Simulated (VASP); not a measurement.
# TiO2 (P4_2/mnm) in VASP: further runs

One crystal, TiO2, is run at these levels: PBE+TS, PBEsol+D3, PBEsol+D3(BJ); tasks: relaxation of cell and atoms.

Program: VASP 6.6.1. These are calculated values, not measurements. Logs are shortened: lines on timing, memory, paths and dates and some standing lists are left out, and cuts for length are marked.

### 1 Starting point

The structure is tetragonal, space group P4_2/mnm (No. 136). Conventional cell: a = 4.600 Å, b = 4.600 Å, c = 2.959 Å, α = 90.00°, β = 90.00°, γ = 90.00°. Around Ti (site symmetry mmm) lie 6 O at 1.95 to 1.98 Å. Around O (site symmetry m2m) lie 3 Ti at 1.95 to 1.98 Å.

The cell is a database's computed one.

### 2 Relaxation of cell and atoms, PBE+TS

INCAR reads:

```
PREC     = Accurate       # precision mode
ENCUT    = 600            # plane-wave cutoff, eV
EDIFF    = 1E-6           # SCF threshold, eV
ISMEAR   = -1             # smearing method
SIGMA    = 0.05           # smearing width, eV
LREAL    = F              # projectors in reciprocal space
LASPH    = T              # aspherical terms in the spheres
NELM     = 80             # most SCF steps
ALGO     = Normal         # electronic algorithm
ISIF     = 3              # what is computed and relaxed
LWAVE    = F              # write WAVECAR
LCHARG   = F              # write CHGCAR
GGA      = PE             # functional
IVDW     = 2              # dispersion correction
IBRION   = 2              # ionic algorithm
NSW      = 60             # ionic steps
EDIFFG   = -0.02          # ionic threshold
```

KPOINTS reads:

```
Automatic mesh
0
Gamma
  6 6 9
```

POSCAR reads:

```
TiO2
1.0
    4.5998373239      0.0000000000      0.0000000000
    0.0000000000      4.5998373239      0.0000000000
    0.0000000000      0.0000000000      2.9592135600
Ti O
2 4
Direct
    0.0000000000      0.0000000000      0.5000000000
    0.5000000000      0.5000000000      0.0000000000
    0.3043213200      0.3043213200      0.5000000000
    0.1956786800      0.8043213200      0.0000000000
    0.8043213200      0.1956786800      0.0000000000
    0.6956786800      0.6956786800      0.5000000000
```

Potentials or basis: VASP PAW PBE potentials, release 64 (Ti_sv, O).

The run is started by

```sh
cat potpaw_PBE.64/Ti_sv/POTCAR potpaw_PBE.64/O/POTCAR > POTCAR
mpirun -np 1 vasp_std > vasp.out
```

OUTCAR:

```text
PREC = Accurate
   ENCUT = 600
   EDIFF = 1E-6
   ISMEAR = -1
   LREAL = F
   LASPH = T
   NELM = 80
   ISIF = 3
   GGA = PE
   IVDW = 2
   IBRION = 2
   NSW = 60
   EDIFFG = -0.02
  IVDW =   2

 ion  position               nearest neighbor table
   1  0.000  0.000  0.500-   4 1.95   5 1.95   4 1.95   5 1.95   3 1.98   6 1.98
   2  0.500  0.500  0.000-   3 1.95   6 1.95   3 1.95   6 1.95   5 1.98   4 1.98
   3  0.304  0.304  0.500-   2 1.95   2 1.95   1 1.98
   4  0.196  0.804  0.000-   1 1.95   1 1.95   2 1.98
   5  0.804  0.196  0.000-   1 1.95   1 1.95   2 1.98
   6  0.696  0.696  0.500-   2 1.95   2 1.95   1 1.98

  LATTYP: Found a simple tetragonal cell.
 ALAT       =     4.5998373239
 C/A-ratio  =     0.6433300466

  Lattice vectors:

 A1 = (   4.5998373239,   0.0000000000,   0.0000000000)
 A2 = (   0.0000000000,   4.5998373239,   0.0000000000)
 A3 = (   0.0000000000,   0.0000000000,   2.9592135600)

Analysis of symmetry for initial positions (statically):
=====================================================================
 Subroutine PRICEL returns:
 Original cell was already a primitive cell.

 Routine SETGRP: Setting up the symmetry group for a
 simple tetragonal supercell.

 Subroutine GETGRP returns: Found 16 space group operations
 (whereof  8 operations were pure point group operations)
 out of a pool of 16 trial point group operations.

The static configuration has the point symmetry D_2h.
 The point group associated with its full space group is D_4h.

Analysis of symmetry for dynamics (positions and initial velocities):
=====================================================================
 Subroutine PRICEL returns:
 Original cell was already a primitive cell.

 Routine SETGRP: Setting up the symmetry group for a
 simple tetragonal supercell.

 Subroutine GETGRP returns: Found 16 space group operations
 (whereof  8 operations were pure point group operations)
 out of a pool of 16 trial point group operations.

The dynamic configuration has the point symmetry D_2h.
 The point group associated with its full space group is D_4h.

 Subroutine INISYM returns: Found 16 space group operations
 (whereof  8 operations are pure point group operations),
 and found     1 'primitive' translations

----------------------------------------------------------------------------------------

                                     Primitive cell

  volume of cell :      62.6125

  direct lattice vectors                    reciprocal lattice vectors
     4.599837324  0.000000000  0.000000000     0.217398993  0.000000000  0.000000000
     0.000000000  4.599837324  0.000000000     0.000000000  0.217398993  0.000000000
     0.000000000  0.000000000  2.959213560     0.000000000  0.000000000  0.337927622

  length of vectors
     4.599837324  4.599837324  2.959213560     0.217398993  0.217398993  0.337927622

  position of ions in fractional coordinates (direct lattice)
     0.000000000  0.000000000  0.500000000
     0.500000000  0.500000000  0.000000000
     0.304321320  0.304321320  0.500000000
     0.195678680  0.804321320  0.000000000
     0.804321320  0.195678680  0.000000000
     0.695678680  0.695678680  0.500000000

  ion indices of the primitive-cell ions
   primitive index   ion index
                 1           1
                 2           2
                 3           3
                 4           4
                 5           5
                 6           6

----------------------------------------------------------------------------------------

 KPOINTS: Automatic mesh

Automatic generation of k-mesh.
 Grid dimensions read from file:
 generate k-points for:    6    6    9

 Generating k-lattice:

  Cartesian coordinates                     Fractional coordinates (reciprocal lattice)
     0.036233165  0.000000000  0.000000000     0.166666667  0.000000000  0.000000000
     0.000000000  0.036233165  0.000000000     0.000000000  0.166666667  0.000000000
     0.000000000  0.000000000  0.037547514     0.000000000  0.000000000  0.111111111

  Length of vectors
     0.036233165  0.036233165  0.037547514

  Shift w.r.t. Gamma in fractional coordinates (k-lattice)
     0.000000000  0.000000000  0.000000000

 Subroutine IBZKPT returns following result:
 ===========================================

 Found     50 irreducible k-points:

 Following reciprocal coordinates:
            Coordinates               Weight
  0.000000  0.000000  0.000000      1.000000
  0.166667  0.000000  0.000000      4.000000
  0.333333  0.000000  0.000000      4.000000
  0.500000  0.000000  0.000000      2.000000
  0.166667  0.166667  0.000000      4.000000
  0.333333  0.166667  0.000000      8.000000
[... 16 lines left out ...]
  0.333333  0.000000  0.222222      8.000000
  0.500000  0.000000  0.222222      4.000000
 [... further k-points ...]
   k-points           NKPTS =     50   k-points in BZ     NKDIM =     50   number of bands    NBANDS=     28
   number of dos      NEDOS =    301   number of ions     NIONS =      6
   total plane-waves  NPLWV =  38400
   dimension x,y,z NGX =    40 NGY =   40 NGZ =   24
   dimension x,y,z NGXF=    80 NGYF=   80 NGZF=   48
   ions per type =               2   4
   NGX,Y,Z   is equivalent  to a cutoff of  14.46, 14.46, 13.48 a.u.
   NGXF,Y,Z  is equivalent  to a cutoff of  28.91, 28.91, 26.97 a.u.
 SYSTEM =  unknown system
   PREC   = accura    normal or accurate (medium, high low for compatibility)
   ISTART =      0    job   : 0-new  1-cont  2-samecut
   ICHARG =      2    charge: 1-file 2-atom 10-const
   ISPIN  =      1    spin polarized calculation?
   LNONCOLLINEAR =      F non collinear calculations
   LSORBIT =      F    spin-orbit coupling
   LASPH  =      T    aspherical Exc in radial PAW
   ENCUT  =  600.0 eV  44.10 Ry    6.64 a.u.   9.19  9.19  5.91*2*pi/ulx,y,z
   NELM   =     80;   NELMIN=  2; NELMDL= -5     # of ELM steps
   EDIFF  = 0.1E-05   stopping-criterion for ELM
   LREAL  =      F    real-space projection
   EDIFFG = -.2E-01   stopping-criterion for IOM
   NSW    =     60    number of steps for IOM
   IBRION =      2    ionic relax: 0-MD 1-quasi-New 2-CG
   NFREE  =      1    steps in history (QN), initial steepest desc. (CG)
   ISIF   =      3    stress and relaxation
   ISYM   =      2    0-nonsym 1-usesym 2-fastsym
   POTIM  = 0.5000    time-step for ionic-motion
   TEBEG  =    0.0;   TEEND  =   0.0 temperature during run
   PSTRESS=    0.0 pullay stress
   NELECT =      48.0000    total number of electrons
   NUPDOWN=      -1.0000    fix difference up-down
   EMIN   =  10.00;   EMAX   =-10.00  energy-range for DOS
   EFERMI =   0.00;   METHOD = LEGACY
   ISMEAR =    -1;   SIGMA  =   0.05  broadening in eV -4-tet -1-fermi 0-gaus
   EFERMI_NEDOS =   21; number of points for ismear=-14 and -15
   IALGO  =     38    algorithm
   IMIX   =      4    mixing-type and parameters
     AMIX     =   0.40;   BMIX     =  1.00
     AMIX_MAG =   1.60;   BMIX_MAG =  1.00
  volume/ion in A,a.u.               =      10.44        70.42
  Fermi-wavevector in a.u.,A,eV,Ry     =   1.498309  2.831394 30.544140  2.244931
  Thomas-Fermi vector in A             =   2.610085
   LORBIT       =      0    0 simple, 1 ext, 2 COOP (PROOUT), +10 PAW based schemes
   GGA     = PE    functional components
   LHFCALC =     F    Hartree Fock is set to
   AEXX    =    0.0000 exact exchange contribution
   IVDW    =     2    specifies the selected vdW correction
   LEPSILON=     F    determine dielectric tensor
   LRPA    =     F    only Hartree local field effects (RPA)
 conjugate gradient relaxation of ions
 non-spin polarized calculation
  energy-cutoff  :      600.00
  volume of cell :       62.61
 maximum number of plane-waves:      2112
 NGX is ok and might be reduce to    40
   NGX = 19   NGY = 19   NGZ = 11

--------------------------------------- Ionic step        1  -------------------------------------------

 number of electron      47.9999988 magnetization

 Free energy of the ion-electron system (eV)
  ---------------------------------------------------
  ext. energy  EPLUGINS =         0.00000000
  ---------------------------------------------------
  free energy    TOTEN  =       -53.66097845 eV

  energy without entropy =      -53.66097845  energy(sigma->0) =      -53.66097845

------------------------ aborting loop because EDIFF is reached ----------------------------------------

  Tkatchenko/Scheffler method for vdW energy calculation

  Number of pair interactions contributing to vdW energy:  175712

  Edisp (eV):   -1.57061

  FORCE on cell =-STRESS in cart. coord.  units (eV):
  Direction    XX          YY          ZZ          XY          YZ          ZX
  --------------------------------------------------------------------------------------
  -------------------------------------------------------------------------------------
  Total       0.37963     0.37963    -0.21617     0.00000     0.00000     0.00000
  in kB       9.71431     9.71431    -5.53144     0.00000     0.00000     0.00000
  external pressure =        4.63 kB  Pullay stress =        0.00 kB
[... 163 lines left out ...]
  energy  without entropy=      -55.2324821789  energy(sigma->0) =      -55.23248218

--------------------------------------- Ionic step        5  -------------------------------------------

 number of electron      47.9999986 magnetization

 Free energy of the ion-electron system (eV)
  ---------------------------------------------------
  ext. energy  EPLUGINS =         0.00000000
  ---------------------------------------------------
  free energy    TOTEN  =       -53.66587405 eV

  energy without entropy =      -53.66587405  energy(sigma->0) =      -53.66587405

 E-fermi :   5.6774     XC(G=0): -11.3791

 val. band max:        4.7730764959   @ k =   0.0000   0.0000   0.0000
 cond. band min:       6.6175115889   @ k =   0.0000   0.0000   0.0000
 fundamental gap:      1.8444350930
 Fermi energy:         5.6774099567

 k-point     1 :       0.0000    0.0000    0.0000
  band No.  band energies     occupation
      1     -52.1530      2.00000
      2     -52.1366      2.00000
      3     -28.4553      2.00000
      4     -28.4553      2.00000
      5     -28.2947      2.00000
      6     -28.2947      2.00000
[... 733 lines left out ...]
     27       7.9186      0.00000
     28       7.9186      0.00000

 [... further k-points ...]

------------------------ aborting loop because EDIFF is reached ----------------------------------------

  Hirshfeld charges:
            ion         q(e)
   ------------------------------
      1     Ti       0.72127287
      2     Ti       0.72127287
      3     O       -0.36063644
      4     O       -0.36063644
      5     O       -0.36063644
      6     O       -0.36063644

  Tkatchenko/Scheffler method for vdW energy calculation

  Number of pair interactions contributing to vdW energy:  175092
[... 31 lines left out ...]
  FREE ENERGIE OF THE ION-ELECTRON SYSTEM (eV)
  ---------------------------------------------------
  free  energy   TOTEN  =       -55.2328048846 eV

  energy  without entropy=      -55.2328048840  energy(sigma->0) =      -55.23280488

 reached required accuracy - stopping structural energy minimisation
```

Wall time 11 min (1 thread of AMD EPYC, shared host); peak memory 0.22 GiB.

What came out:

- Free energy: -55.2328 eV
- Relaxed volume: 10.47 Å³/atom
- Relaxed cell: a = 4.614 Å, b = 4.614 Å, c = 2.950 Å, α = 90.00°, β = 90.00°, γ = 90.00°
- Space group after relaxing (to 0.05 Å): P4_2/mnm (No. 136)
- Energy gained by relaxing: 0.2 meV/atom
- Ionic steps: 5
- Pressure after relaxing: 0.0 GPa
- Band gap on the k mesh: 1.84 eV, direct
- Hirshfeld charges: Ti +0.72; O -0.36 e
- Dispersion energy per atom: -0.261 eV

Step by step:
```
step  energy change (eV)  largest force (eV/Å)  pressure (GPa)  volume (Å³)
   1              0.0000                0.0022            0.46        62.61
   2             -0.0012                0.0165           -0.38        62.89
   3             -0.0012                0.0154           -0.35        62.88
   4             -0.0009                0.0116            0.28        62.74
   5             -0.0012                0.0006            0.00        62.80
```

Final structure:
```
Ti O
1.0
     4.61407    0.00000    0.00000
     0.00000    4.61407    0.00000
     0.00000    0.00000    2.94988
Ti O
2 4
Direct
  0.00000 0.00000 0.50000
  0.50000 0.50000 0.00000
  0.30437 0.30437 0.50000
  0.19563 0.80437 0.00000
  0.80437 0.19563 0.00000
  0.69563 0.69563 0.50000
```

Caveat: an odd mesh through Γ misses points on the zone boundary, where band edges often lie.

### 3 Relaxation of cell and atoms, PBEsol+D3

INCAR reads:

```
PREC = Accurate ; ENCUT = 600
EDIFF = 1E-7 ; ISMEAR = -1
SIGMA = 0.05 ; LREAL = False
LASPH = True ; NELM = 80
ALGO = Normal ; ISIF = 3
LWAVE = False ; LCHARG = False
GGA = PS ; IVDW = 11
IBRION = 2 ; NSW = 60
EDIFFG = -0.01
```

KPOINTS is that of step 2.

POSCAR is that of step 2.

Potentials or basis: VASP PAW PBE potentials, release 64 (Ti_sv, O).

The run is started by

```sh
cat potpaw_PBE.64/Ti_sv/POTCAR potpaw_PBE.64/O/POTCAR > POTCAR
mpirun -np 1 vasp_std > vasp.out
```

OUTCAR:

```text
PREC = Accurate
   ENCUT = 600
   EDIFF = 1E-7
   ISMEAR = -1
   LREAL = False
   LASPH = True
   NELM = 80
   ISIF = 3
   GGA = PS
   IVDW = 11
   IBRION = 2
   NSW = 60
   EDIFFG = -0.01
 IVDW          = 11

 ion  position               nearest neighbor table
   1  0.000  0.000  0.500-   4 1.95   5 1.95   4 1.95   5 1.95   3 1.98   6 1.98
   2  0.500  0.500  0.000-   3 1.95   6 1.95   3 1.95   6 1.95   5 1.98   4 1.98
   3  0.304  0.304  0.500-   2 1.95   2 1.95   1 1.98
   4  0.196  0.804  0.000-   1 1.95   1 1.95   2 1.98
   5  0.804  0.196  0.000-   1 1.95   1 1.95   2 1.98
   6  0.696  0.696  0.500-   2 1.95   2 1.95   1 1.98

  LATTYP: Found a simple tetragonal cell.
 ALAT       =     4.5998373239
 C/A-ratio  =     0.6433300466

  Lattice vectors:

 A1 = (   4.5998373239,   0.0000000000,   0.0000000000)
 A2 = (   0.0000000000,   4.5998373239,   0.0000000000)
 A3 = (   0.0000000000,   0.0000000000,   2.9592135600)
[... 190 lines left out ...]

 Edisp (eV)   -0.85344

 E8    (eV) :    -0.5077
[... 211 lines left out ...]
--------------------------------------- Ionic step        6  -------------------------------------------

 number of electron      47.9999994 magnetization

 Free energy of the ion-electron system (eV)
  ---------------------------------------------------
  ext. energy  EPLUGINS =         0.00000000
  ---------------------------------------------------
  free energy    TOTEN  =       -56.10457224 eV

  energy without entropy =      -56.10457224  energy(sigma->0) =      -56.10457224

 E-fermi :   5.7964     XC(G=0): -11.7870

 val. band max:        4.8994828288   @ k =   0.0000   0.0000   0.0000
 cond. band min:       6.7363302904   @ k =   0.0000   0.0000   0.0000
 fundamental gap:      1.8368474616
 Fermi energy:         5.7964023065

 k-point     1 :       0.0000    0.0000    0.0000
  band No.  band energies     occupation
      1     -51.7176      2.00000
      2     -51.6983      2.00000
      3     -28.1564      2.00000
      4     -28.1564      2.00000
      5     -27.9767      2.00000
      6     -27.9767      2.00000
[... 733 lines left out ...]
     27       8.0935      0.00000
     28       8.0935      0.00000

 [... further k-points ...]

------------------------ aborting loop because EDIFF is reached ----------------------------------------

 Edisp (eV)   -0.86806

 E8    (eV) :    -0.5162
[... 29 lines left out ...]
  FREE ENERGIE OF THE ION-ELECTRON SYSTEM (eV)
  ---------------------------------------------------
  free  energy   TOTEN  =       -56.9726291496 eV

  energy  without entropy=      -56.9726291490  energy(sigma->0) =      -56.97262915

 reached required accuracy - stopping structural energy minimisation
```

CONTCAR:

```text
TiO2
   1.00000000000000
     4.5757089954164236    0.0000000000000000    0.0000000000000000
     0.0000000000000000    4.5757089954164236    0.0000000000000000
     0.0000000000000000    0.0000000000000000    2.9357367919013977
  Ti              O
     2     4
Direct
     0.0000000000000000    0.0000000000000000    0.5000000000000000
     0.5000000000000000    0.5000000000000000    1.0000000000000000
     0.3039491984244370    0.3039491984244370    0.5000000000000000
     0.1960508015755630    0.8039491984244369    0.0000000000000000
     0.8039491984244369    0.1960508015755630    1.0000000000000000
     0.6960508015755631    0.6960508015755631    0.5000000000000000

  0.00000000E+00  0.00000000E+00  0.00000000E+00
  0.00000000E+00  0.00000000E+00  0.00000000E+00
  0.00000000E+00  0.00000000E+00  0.00000000E+00
  0.00000000E+00  0.00000000E+00  0.00000000E+00
  0.00000000E+00  0.00000000E+00  0.00000000E+00
  0.00000000E+00  0.00000000E+00  0.00000000E+00
```

Wall time 16 min (1 thread of AMD EPYC, shared host); peak memory 0.23 GiB.

What came out:

```
Free energy                            : -56.9726 eV
Relaxed volume                         : 10.24 Å³/atom
Relaxed cell                           : a = 4.576 Å, b = 4.576 Å, c = 2.936 Å, α = 90.00°, β = 90.00°, γ = 90.00°
Space group after relaxing (to 0.05 Å) : P4_2/mnm (No. 136)
Energy gained by relaxing              : 2.7 meV/atom
Ionic steps                            : 6
Pressure after relaxing                : 0.1 GPa
Band gap on the k mesh                 : 1.84 eV, direct
Dispersion energy per atom             : -0.145 eV
```

The path:
| step | energy change (eV) | largest force (eV/Å) | pressure (GPa) | volume (Å³) |
| --- | --- | --- | --- | --- |
| 1 | 0.0000 | 0.0393 | -4.33 | 62.61 |
| 2 | 0.0138 | 0.2203 | 6.34 | 60.09 |
| 3 | -0.0156 | 0.0632 | -0.05 | 61.53 |
| 4 | -0.0156 | 0.0654 | 0.03 | 61.51 |
| 5 | -0.0160 | 0.0103 | 0.06 | 61.47 |
| 6 | -0.0160 | 0.0009 | 0.07 | 61.47 |

Final structure:
```cif
data_structure
_symmetry_space_group_name_H-M 'P 1'
_symmetry_Int_Tables_number 1
_cell_length_a 4.5757
_cell_length_b 4.5757
_cell_length_c 2.9357
_cell_angle_alpha 90.000
_cell_angle_beta 90.000
_cell_angle_gamma 90.000
_cell_volume 61.47
loop_
_atom_site_label
_atom_site_type_symbol
_atom_site_fract_x
_atom_site_fract_y
_atom_site_fract_z
_atom_site_occupancy
Ti1 Ti 0.00000 0.00000 0.50000 1
Ti2 Ti 0.50000 0.50000 0.00000 1
O1 O 0.30395 0.30395 0.50000 1
O2 O 0.19605 0.80395 0.00000 1
O3 O 0.80395 0.19605 0.00000 1
O4 O 0.69605 0.69605 0.50000 1
```

Levels at points of the mesh, in eV from the valence-band top:
```csv
k point,band 22,band 23,band 24,band 25,band 26,band 27
"(0.00, 0.00, 0.00)",-0.47,-0.47,0.00,1.84,2.11,2.41
"(0.50, 0.00, 0.00)",-1.67,-0.77,-0.77,2.53,2.53,3.07
"(0.50, 0.50, 0.00)",-1.32,-1.11,-1.11,1.87,1.87,2.54
```

Caveat: the PAW data sets were made with another functional, which shifts forces and pressure a little; an odd mesh through Γ misses points on the zone boundary, where band edges often lie.

(Part 1 of 2 ends here.)
